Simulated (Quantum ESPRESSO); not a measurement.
Wanted: the native input for a Quantum ESPRESSO 7.5 run.

| Quantity | Value |
| --- | --- |
| Task | single point |
| Functional | PBEsol |
| Potentials or basis | SSSP 1.3 efficiency PBE |
| Cutoff | 748 eV |
| Density cutoff | 5987 eV |
| k mesh | 9 × 9 × 9 |
| Occupations | fermi-dirac, width 0.05 eV |
| Spin | collinear spin, ferromagnetic start |
| Starting moments | [1.0] μB |
| Mixing beta | 0.3 |
| Most SCF iterations | 120 |
| SCF threshold | 2e-10 Ry |

Yb:

```
Yb
1.0
    -2.07352    2.22264    2.17799
     2.13050   -2.11761    2.12994
     2.10415    2.14825   -2.07296
Yb
1
Direct
  0.98582 0.99528 0.98341
```

The cell isn't the ideal one: cell strained at random at fixed volume.

One way to write it, as run:

pw.in

```
&CONTROL
  calculation = 'scf'
  prefix = 'pwscf'
  outdir = './tmp'
  pseudo_dir = './pseudo'
  tprnfor = .true.
  tstress = .true.
  disk_io = 'nowf'
/
&SYSTEM
  ibrav = 0
  nat = 1
  ntyp = 1
  ecutwfc = 55
  ecutrho = 440
  nbnd = 22
  input_dft = 'pbesol'
  occupations = 'smearing'
  smearing = 'fd'
  degauss = 0.00367493
  nspin = 2
  starting_magnetization(1) = 0.0417
/
&ELECTRONS
  conv_thr = 2d-10
  electron_maxstep = 120
  mixing_beta = 0.3
/
ATOMIC_SPECIES
Yb   173.0540 Yb.paw.z_24.atompaw.wentzcovitch.v1.2.upf
CELL_PARAMETERS angstrom
  -2.0735160000    2.2226410000    2.1779870000
   2.1304990000   -2.1176140000    2.1299430000
   2.1041480000    2.1482470000   -2.0729600000
ATOMIC_POSITIONS crystal
Yb    -0.0141760000   -0.0047220000   -0.0165890000
K_POINTS automatic
9 9 9 0 0 0
```

Potentials or basis: SSSP 1.3 efficiency PBE.

Launch:

```bash
$ OMP_NUM_THREADS=1 mpirun -n 2 pw.x -nk 2 -in pw.in > pw.out
```

It gave:

The pressure is -4.2 GPa, the band gap on the k mesh is none (metal or under the smearing width) and the net moment is 0.00 μB per cell. The absolute moment is 0.00 μB per cell and the valence electrons inside the program's atomic spheres are Yb 22.64.

Caveat: the potentials were made for another functional, which shifts forces and pressure; spin-orbit coupling is left out, which moves the levels of the heavy elements.

Run time: 16 min on 2 MPI ranks on Arm Neoverse V1 (shared host), peak memory 0.96 GiB a rank.
